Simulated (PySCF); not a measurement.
1,3-cyclopentadiene, C5H6.
Structure used (PBE0-D3(BJ)/def2-SVP), in Å, numbered top down from 1:
```xyz
11
C5H6 angstrom
C     -1.053    0.748   -0.197
C      0.233    1.159   -0.150
C      1.113   -0.025    0.097
C      0.152   -1.168    0.183
C     -1.103   -0.700    0.010
H     -1.926    1.382   -0.363
H      0.596    2.180   -0.269
H      1.707    0.087    1.024
H      1.853   -0.166   -0.714
H      0.444   -2.204    0.359
H     -2.018   -1.295    0.020
```

Level: PBE0/pcSseg-1 and CAM-B3LYP/def2-SVPD in PySCF, non-relativistic, on one gas-phase PBE0-D3(BJ)/def2-SVP geometry that isn't relaxed in the solvent. The solvent is an IEF-PCM continuum (van der Waals radii × 1.2). Specific hydrogen bonds and non-electrostatic terms are outside this model.

Gas phase at PBE0/pcSseg-1: HOMO -6.36 eV, LUMO -0.52 eV, dipole 0.55 D.

**Question.** What does the continuum do to the energy, the frontier levels and the dipole at PBE0/pcSseg-1 in chloroform?

**Answer.** 
```json
{"solvent": "chloroform", "ε": "4.711", "E(solvent) − E(gas) (kJ/mol)": "-7.23", "polarisation term (kJ/mol)": "-7.79", "distortion of the solute (kJ/mol)": "0.56", "HOMO (eV)": "-6.40", "LUMO (eV)": "-0.53", "dipole (D)": "0.74"}
```

Polarisation term: ½ Σ q·V over the induced surface charges. Distortion: the rise of the solute's own energy as its density leaves the gas-phase optimum.

**Question.** Which Hirshfeld charges (PBE0/pcSseg-1) respond most in chloroform (means over atoms taken as equivalent)?

**Answer.** 
```tsv
atoms	environment	gas (e)	solvent (e)	change
C1/C5	alkene CH carbon	-0.062	-0.069	-0.007
H8/H9	methylene hydrogen	+0.056	+0.061	+0.005
H7/H10	vinylic hydrogen	+0.048	+0.051	+0.003
C2/C4	alkene CH carbon	-0.055	-0.058	-0.003
H6/H11	vinylic hydrogen	+0.049	+0.051	+0.002
C3	allylic carbon	-0.072	-0.072	0.000
```

Gas phase at CAM-B3LYP/def2-SVPD: HOMO -7.63 eV, LUMO 0.57 eV, dipole 0.49 D.

**Question.** What does the continuum do to the energy, the frontier levels and the dipole at CAM-B3LYP/def2-SVPD in chloroform?

**Answer.** 
| solvent | ε | E(solvent) − E(gas) (kJ/mol) | polarisation term (kJ/mol) | distortion of the solute (kJ/mol) | HOMO (eV) | LUMO (eV) | dipole (D) |
| --- | --- | --- | --- | --- | --- | --- | --- |
| chloroform | 4.711 | -6.44 | -7.01 | 0.57 | -7.64 | 0.59 | 0.66 |

**Question.** How does the static polarisability (CAM-B3LYP/def2-SVPD, frozen core, with the continuum's full static response) change?

**Answer.** 
```tsv
medium	isotropic (au)	principal values (au)	⟨r²⟩ of the electrons (bohr²)
gas	56.0	40.0, 61.6, 66.3	333.1
chloroform	70.4	49.7, 77.0, 84.5	332.6
```

The isotropic value in chloroform is 1.26 times the gas-phase one; no cavity-field correction is applied. ⟨r²⟩ is taken about the centre of nuclear charge.
